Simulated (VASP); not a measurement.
# BP (F-43m) in VASP: a series of runs

Aim: see how the results for BP move with the level of theory and the settings. Levels: r2SCAN+rVV10, vdW-DF-cx. Tasks: single point, electron localisation function.

Program: VASP 6.6.1. These are calculated values, not measurements. Logs are shortened: lines on timing, memory, paths and dates and some standing lists are left out, and cuts for length are marked.

### Step 1. The structure

Symmetry: F-43m, No. 216, cubic system. Conventional cell: a = 4.538 Å, b = 4.538 Å, c = 4.538 Å, α = 90.00°, β = 90.00°, γ = 90.00°. Around P (site symmetry -43m) lie 4 B at 1.97 Å. B (site symmetry -43m) has 4 P at 1.97 Å as nearest neighbours.

### Step 2. Single point, r2SCAN+rVV10

Input file run.py:

```python
from ase.calculators.vasp import Vasp
from ase.dft.bandgap import bandgap
from ase.spacegroup import crystal

atoms = crystal(
    ['P', 'B'],
    basis=[[0.25, 0.25, 0.25], [0.0, 0.0, 0.0]],
    spacegroup=216,
    setting=1,
    cellpar=[4.538, 4.538, 4.538, 90.0, 90.0, 90.0],
    primitive_cell=True,
)
calc = Vasp(
    directory='calc',
    xc='r2scan+rvv10',
    pp='PBE',
    setups='materialsproject',
    prec='Accurate',
    encut=520,
    ediff=1e-06,
    ismear=0,
    sigma=0.05,
    lreal=False,
    lasph=True,
    nelm=100,
    algo='Fast',
    isif=2,
    lwave=False,
    lcharg=False,
    lmixtau=True,
    kpts=[10, 10, 10],
    gamma=True,
)
atoms.calc = calc

print('energy (eV):', atoms.get_potential_energy())
print('free energy (eV):', atoms.get_potential_energy(force_consistent=True))
print('forces (eV/A):')
print(atoms.get_forces())
print('stress (eV/A^3, Voigt):', atoms.get_stress())
print('Fermi level (eV):', calc.get_fermi_level())
gap, top, bottom = bandgap(calc)
print('band gap (eV):', gap, 'from (spin, k, band)', top, 'to', bottom)
```

Potentials or basis: VASP PAW PBE potentials, release 64 (P, B).

Run with:

```sh
$ python run.py
```

The log of the run:

```text
<dir> UserWarning: vdW has been enabled, however no location for the vdw_kernel.bindat file has been specified. Set ASE_VASP_VDW environment variable to copy the vdW kernel.
  warnings.warn(
energy (eV): -17.22567684
free energy (eV): -17.22567684
forces (eV/A):
[[-0. -0. -0.]
 [ 0.  0.  0.]]
stress (eV/A^3, Voigt): [ 0.00780413  0.00780413  0.00780413 -0.          0.         -0.        ]
Fermi level (eV): 7.61710432
band gap (eV): 1.4165 from (spin, k, band) (0, np.int64(0), np.int64(3)) to (0, np.int64(27), np.int64(4))
```

OUTCAR:

```text
ENCUT = 520.000000
   BPARAM = 11.950000
   EDIFF = 1.00e-06
   METAGGA = R2SCAN
   PREC = Accurate
   ISIF = 2
   ISMEAR = 0
   NELM = 100
   LASPH = .TRUE.
   LREAL = .FALSE.

 ion  position               nearest neighbor table
   1  0.250  0.250  0.250-   2 1.97   2 1.97   2 1.97   2 1.97
   2  0.000  0.000  0.000-   1 1.97   1 1.97   1 1.97   1 1.97

  LATTYP: Found a face centered cubic cell.
 ALAT       =     4.5380000000

  Lattice vectors:

 A1 = (   0.0000000000,   2.2690000000,   2.2690000000)
 A2 = (   2.2690000000,   0.0000000000,   2.2690000000)
 A3 = (   2.2690000000,   2.2690000000,   0.0000000000)

Analysis of symmetry for initial positions (statically):
=====================================================================
 Subroutine PRICEL returns:
 Original cell was already a primitive cell.

 Routine SETGRP: Setting up the symmetry group for a
 face centered cubic supercell.

 Subroutine GETGRP returns: Found 24 space group operations
 (whereof 24 operations were pure point group operations)
 out of a pool of 48 trial point group operations.

The static configuration has the point symmetry T_d .

Analysis of symmetry for dynamics (positions and initial velocities):
=====================================================================
 Subroutine PRICEL returns:
 Original cell was already a primitive cell.

 Routine SETGRP: Setting up the symmetry group for a
 face centered cubic supercell.

 Subroutine GETGRP returns: Found 24 space group operations
 (whereof 24 operations were pure point group operations)
 out of a pool of 48 trial point group operations.

The dynamic configuration has the point symmetry T_d .

 Subroutine INISYM returns: Found 24 space group operations
 (whereof 24 operations are pure point group operations),
 and found     1 'primitive' translations

----------------------------------------------------------------------------------------

                                     Primitive cell

  volume of cell :      23.3633

  direct lattice vectors                    reciprocal lattice vectors
     0.000000000  2.269000000  2.269000000    -0.220361393  0.220361393  0.220361393
     2.269000000  0.000000000  2.269000000     0.220361393 -0.220361393  0.220361393
     2.269000000  2.269000000  0.000000000     0.220361393  0.220361393 -0.220361393

  length of vectors
     3.208850573  3.208850573  3.208850573     0.381677128  0.381677128  0.381677128

  position of ions in fractional coordinates (direct lattice)
     0.250000000  0.250000000  0.250000000
     0.000000000  0.000000000  0.000000000

  ion indices of the primitive-cell ions
   primitive index   ion index
                 1           1
                 2           2

----------------------------------------------------------------------------------------

 KPOINTS: KPOINTS created by Atomic Simulation Env

Automatic generation of k-mesh.
 Grid dimensions read from file:
 generate k-points for:   10   10   10

 Generating k-lattice:

  Cartesian coordinates                     Fractional coordinates (reciprocal lattice)
    -0.022036139  0.022036139  0.022036139     0.100000000  0.000000000  0.000000000
     0.022036139 -0.022036139  0.022036139     0.000000000  0.100000000  0.000000000
     0.022036139  0.022036139 -0.022036139     0.000000000  0.000000000  0.100000000

  Length of vectors
     0.038167713  0.038167713  0.038167713

  Shift w.r.t. Gamma in fractional coordinates (k-lattice)
     0.000000000  0.000000000  0.000000000

 Subroutine IBZKPT returns following result:
 ===========================================

 Found     47 irreducible k-points:

 Following reciprocal coordinates:
            Coordinates               Weight
  0.000000  0.000000  0.000000      1.000000
  0.100000  0.000000  0.000000      8.000000
  0.200000  0.000000  0.000000      8.000000
  0.300000  0.000000  0.000000      8.000000
  0.400000  0.000000  0.000000      8.000000
  0.500000  0.000000  0.000000      4.000000
[... 16 lines left out ...]
  0.300000  0.300000  0.000000      6.000000
  0.400000  0.300000  0.000000     24.000000
 [... further k-points ...]
   k-points           NKPTS =     47   k-points in BZ     NKDIM =     47   number of bands    NBANDS=      8
   number of dos      NEDOS =    301   number of ions     NIONS =      2
   total plane-waves  NPLWV =  13824
   dimension x,y,z NGX =    24 NGY =   24 NGZ =   24
   dimension x,y,z NGXF=    48 NGYF=   48 NGZF=   48
   ions per type =               1   1
   NGX,Y,Z   is equivalent  to a cutoff of  12.43, 12.43, 12.43 a.u.
   NGXF,Y,Z  is equivalent  to a cutoff of  24.87, 24.87, 24.87 a.u.
 SYSTEM =  unknown system
   PREC   = accura    normal or accurate (medium, high low for compatibility)
   ISTART =      0    job   : 0-new  1-cont  2-samecut
   ICHARG =      2    charge: 1-file 2-atom 10-const
   ISPIN  =      1    spin polarized calculation?
   LNONCOLLINEAR =      F non collinear calculations
   LSORBIT =      F    spin-orbit coupling
   LASPH  =      T    aspherical Exc in radial PAW
   ENCUT  =  520.0 eV  38.22 Ry    6.18 a.u.   5.97  5.97  5.97*2*pi/ulx,y,z
   NELM   =    100;   NELMIN=  2; NELMDL= -5     # of ELM steps
   EDIFF  = 0.1E-05   stopping-criterion for ELM
   LREAL  =      F    real-space projection
   EDIFFG = 0.1E-04   stopping-criterion for IOM
   NSW    =      0    number of steps for IOM
   IBRION =     -1    ionic relax: 0-MD 1-quasi-New 2-CG
   NFREE  =      0    steps in history (QN), initial steepest desc. (CG)
   ISIF   =      2    stress and relaxation
   ISYM   =      2    0-nonsym 1-usesym 2-fastsym
   POTIM  = 0.5000    time-step for ionic-motion
   TEBEG  =    0.0;   TEEND  =   0.0 temperature during run
   PSTRESS=    0.0 pullay stress
   NELECT =       8.0000    total number of electrons
   NUPDOWN=      -1.0000    fix difference up-down
   EMIN   =  10.00;   EMAX   =-10.00  energy-range for DOS
   EFERMI =   0.00;   METHOD = LEGACY
   ISMEAR =     0;   SIGMA  =   0.05  broadening in eV -4-tet -1-fermi 0-gaus
   EFERMI_NEDOS =   21; number of points for ismear=-14 and -15
   IALGO  =     68    algorithm
   IMIX   =      4    mixing-type and parameters
     AMIX     =   0.40;   BMIX     =  1.00
     AMIX_MAG =   1.60;   BMIX_MAG =  1.00
  volume/ion in A,a.u.               =      11.68        78.83
  Fermi-wavevector in a.u.,A,eV,Ry     =   1.145320  2.164342 17.847562  1.311759
  Thomas-Fermi vector in A             =   2.282009
   LORBIT       =      0    0 simple, 1 ext, 2 COOP (PROOUT), +10 PAW based schemes
   METAGGA = R2SCAN    functional components
   LHFCALC =     F    Hartree Fock is set to
   AEXX    =    0.0000 exact exchange contribution
   IVDW_NL    =     2    kernel type
   BPARAM     =11.9500
   IVDW    =     0    specifies the selected vdW correction
   LEPSILON=     F    determine dielectric tensor
   LRPA    =     F    only Hartree local field effects (RPA)
 non-spin polarized calculation
 RMM-DIIS sequential band-by-band and
 Gauss-broadening in eV      SIGMA  =   0.05
  energy-cutoff  :      520.00
  volume of cell :       23.36
 maximum number of plane-waves:       639
   NGX = 11   NGY = 11   NGZ = 11

 number of electron       8.0000000 magnetization

 Free energy of the ion-electron system (eV)
  ---------------------------------------------------
  ext. energy  EPLUGINS =         0.00000000
  ---------------------------------------------------
  free energy    TOTEN  =       -17.22567684 eV

  energy without entropy =      -17.22567684  energy(sigma->0) =      -17.22567684

 E-fermi :   7.6171     XC(G=0): -11.5325

 val. band max:        7.3922722090   @ k =   0.0000   0.0000   0.0000
 cond. band min:       8.8087772883   @ k =   0.4000   0.4000   0.0000
 fundamental gap:      1.4165050793
 Fermi energy:         7.6171043218

 k-point     1 :       0.0000    0.0000    0.0000
  band No.  band energies     occupation
      1      -8.8792      2.00000
      2       7.3923      2.00000
      3       7.3923      2.00000
      4       7.3923      2.00000
      5      11.0261      0.00000
      6      11.0261      0.00000
      7      11.0261      0.00000
      8      15.3940      0.00000
[... 243 lines left out ...]
 k-point    24 :       0.4000    0.3000    0.0000
  band No.  band energies     occupation
      1      -5.7792      2.00000
      2       0.8671      2.00000
      3       3.1263      2.00000
      4       3.6745      2.00000
      5       9.4065      0.00000
      6      11.3071      0.00000
      7      17.5384      0.00000
      8      17.5448      0.00000

 [... further k-points ...]

------------------------ aborting loop because EDIFF is reached ----------------------------------------

  FORCE on cell =-STRESS in cart. coord.  units (eV):
  Direction    XX          YY          ZZ          XY          YZ          ZX
  --------------------------------------------------------------------------------------
  -------------------------------------------------------------------------------------
  Total       -0.1823300     -0.1823300     -0.1823300     -0.0000000      0.0000000     -0.0000000
  in kB      -12.5036025    -12.5036025    -12.5036025     -0.0000000      0.0000000     -0.0000000
  external PRESSURE =     -12.5036025 kB  Pullay stress =       0.0000000 kB

 VOLUME and BASIS-vectors are now :
 -----------------------------------------------------------------------------
  energy-cutoff  :      520.00
  volume of cell :       23.36
      direct lattice vectors                 reciprocal lattice vectors
     0.000000000  2.269000000  2.269000000    -0.220361393  0.220361393  0.220361393
     2.269000000  0.000000000  2.269000000     0.220361393 -0.220361393  0.220361393
     2.269000000  2.269000000  0.000000000     0.220361393  0.220361393 -0.220361393

 POSITION                                       TOTAL-FORCE (eV/Angst)
 -----------------------------------------------------------------------------------
      1.13450      1.13450      1.13450        -0.000000     -0.000000     -0.000000
      0.00000      0.00000      0.00000         0.000000      0.000000      0.000000
 -----------------------------------------------------------------------------------
    total drift:                                0.000000      0.000000      0.000000

  FREE ENERGIE OF THE ION-ELECTRON SYSTEM (eV)
  ---------------------------------------------------
  free  energy   TOTEN  =       -17.2256768411 eV

  energy  without entropy=      -17.2256768411  energy(sigma->0) =      -17.22567684
```

INCAR:

```text
ENCUT = 520.000000
SIGMA = 0.050000
BPARAM = 11.950000
CPARAM = 0.009300
EDIFF = 1.00e-06
ALGO = Fast
METAGGA = R2SCAN
PREC = Accurate
ISIF = 2
ISMEAR = 0
NELM = 100
LASPH = .TRUE.
LCHARG = .FALSE.
LUSE_VDW = .TRUE.
LWAVE = .FALSE.
LMIXTAU = .TRUE.
LREAL = .FALSE.
```

Run time: 65 s. Hardware: 1 thread of Intel Xeon Platinum 8488C (Sapphire Rapids), shared host; peak memory 0.21 GiB.

Results:

```
Free energy            : -17.2257 eV
Pressure               : -1.3 GPa
Band gap on the k mesh : 1.42 eV, indirect (least direct gap 3.63 eV)
```

Caveat: the PAW data sets were made with another functional, which shifts forces and pressure a little. A k mesh can miss the band edges.

### Step 3. Electron localisation function, vdW-DF-cx

Input file INCAR:

```
SYSTEM = BP
  PREC = Accurate
  ENCUT = 700
  EDIFF = 1E-6
  ISMEAR = -1
  SIGMA = 0.02
  LREAL = .FALSE.
  LASPH = .TRUE.
  NELM = 80
  ALGO = Fast
  ISIF = 2
  LWAVE = .FALSE.
  LCHARG = .TRUE.
  GGA = CX
  LUSE_VDW = .TRUE.
  AGGAC = 0.0
  LELF = .TRUE.
```

Input file KPOINTS:

```
regular mesh
0
G
  10 10 10
  0 0 0
```

Input file POSCAR:

```
BP
1.0
    0.0000000000      2.2690000000      2.2690000000
    2.2690000000      0.0000000000      2.2690000000
    2.2690000000      2.2690000000      0.0000000000
P B
1 1
Direct
    0.7500000000      0.7500000000      0.7500000000
    0.0000000000      0.0000000000      0.0000000000
```

Potentials or basis: VASP PAW PBE potentials, release 64 (P, B_s).

Run with:

```sh
$ cat potpaw_PBE.64/P/POTCAR potpaw_PBE.64/B_s/POTCAR > POTCAR
$ mpirun -np 1 vasp_std > vasp.out
```

It took 38 s on 1 thread of Intel Xeon Platinum 8488C (Sapphire Rapids), shared host; peak memory 0.31 GiB.

The run converged. Its results:

| Item | Value |
| --- | --- |
| Free energy | -11.2331 eV |
| Pressure | 0.2 GPa |
| Band gap on the k mesh | 1.21 eV, indirect (least direct gap 3.40 eV) |

Levels at points of the mesh, in eV from the valence-band top:
```csv
k point,band 2,band 3,band 4,band 5,band 6,band 7
"(0.00, 0.00, 0.00)",0.00,0.00,0.00,3.40,3.40,3.40
"(0.50, 0.00, 0.00)",-9.06,-1.76,-1.76,3.79,4.71,4.71
"(0.50, 0.50, 0.00)",-8.58,-4.12,-4.12,1.30,1.62,12.15
```

Caveat: the PAW data sets were made with another functional, which shifts forces and pressure a little. A k mesh can miss the band edges.
